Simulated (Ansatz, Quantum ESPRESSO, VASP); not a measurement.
# ZnS: highest zone-centre phonon by level of theory

Space group F-43m (No. 216). a = 5.404 Å, b = 5.404 Å, c = 5.404 Å, α = 90.00°, β = 90.00°, γ = 90.00°
```json
{"atom": "Zn", "site": "4c", "symmetry": "-43m", "x": "0.2500", "y": "0.2500", "z": "0.2500"}
{"atom": "S", "site": "4a", "symmetry": "-43m", "x": "0.0000", "y": "0.0000", "z": "0.0000"}
```

| rung | level | program and potentials | cutoff (eV) | k mesh | smearing | task | highest zone-centre phonon (cm⁻¹) | notes |
| --- | --- | --- | --- | --- | --- | --- | --- | --- |
| LDA | LDA | Ansatz, all-electron LAPW, scalar-relativistic | - | 7 × 7 × 7 | fermi-dirac 0.05 | phonons | 262 | - |
| LDA | LDA | Quantum ESPRESSO, GBRV 1.5 LDA | 612 | 6 × 6 × 6, shifted | fermi-dirac 0.05 | phonons | 293 | 13 valence electrons an atom on average; cell relaxed first (18.53 Å³/atom) |
| GGA | PBE | Quantum ESPRESSO, GBRV 1.5 PBE | 762 | 6 × 6 × 6, shifted | fermi-dirac 0.05 | phonons | 271 | 13 valence electrons an atom on average |
| GGA | PBE | Quantum ESPRESSO, GBRV 1.5 PBE | 762 | 4 × 4 × 4, shifted | fermi-dirac 0.05 | phonons | 271 | 13 valence electrons an atom on average |
| GGA | PBE | Quantum ESPRESSO, JTH 2.0 PBE | 735 | 4 × 4 × 4, shifted | fermi-dirac 0.05 | phonons | 270 | 9 valence electrons an atom on average |
| GGA | PBE | Quantum ESPRESSO, JTH 2.0 PBE | 735 | 6 × 6 × 6, shifted | fermi-dirac 0.05 | phonons | 270 | 9 valence electrons an atom on average |
| GGA | PBE | Quantum ESPRESSO, SG15 PBE 1.2 | 952 | 4 × 4 × 4, shifted | fermi-dirac 0.05 | phonons | 273 | 13 valence electrons an atom on average |
| GGA | PBE | Quantum ESPRESSO, SG15 PBE 1.2 | 952 | 6 × 6 × 6, shifted | fermi-dirac 0.05 | phonons | 262 | 13 valence electrons an atom on average; cell relaxed first (20.19 Å³/atom) |
| GGA | PBE | Quantum ESPRESSO, SSSP 1.3 efficiency PBE | 748 | 6 × 6 × 6, shifted | fermi-dirac 0.05 | phonons | 271 | 13 valence electrons an atom on average |
| GGA | PBE | Quantum ESPRESSO, SSSP 1.3 efficiency PBE | 748 | 4 × 4 × 4, shifted | fermi-dirac 0.05 | phonons | 271 | 13 valence electrons an atom on average |
| GGA | PBE | VASP, PBE PAW files S, Zn, 520 eV | 520 | 9 × 9 × 9 | gaussian 0.02 | Born charges and dielectric tensor | 271 | 9 valence electrons an atom on average |
| GGA | PBE | VASP, PBE PAW files S, Zn, 600 eV | 600 | 7 × 7 × 7 | gaussian 0.02 | phonons | 260 | 9 valence electrons an atom on average; cell relaxed first (20.21 Å³/atom) |
| meta-GGA | r2SCAN | VASP, PBE PAW files S, Zn, 600 eV | 600 | 7 × 7 × 7 | gaussian 0.05 | elastic constants | 271 | potentials made for PBE; 9 valence electrons an atom on average; cell relaxed first (19.57 Å³/atom) |

All rows: no spin polarisation. Smearing widths are in eV. The cell comes from a database and isn't always the measured one. Meshes differ between rows, which moves values too. All levels ran on this one cell, unrelaxed unless noted. Frequencies are at q = 0 without the long-range field, so in polar crystals they are those of transverse modes; the cell's volume weighs on them. Meshes are those of the run's cell of 2 atoms unless a note names another. Runs on faulty files, with rough fits or with known faults for this quantity aren't shown. No row holds spin-orbit coupling.

By rung: LDA 262; LDA in relaxed cells 293; GGA 270 to 273; GGA in relaxed cells 260 to 262; meta-GGA in relaxed cells 271 (cm⁻¹).
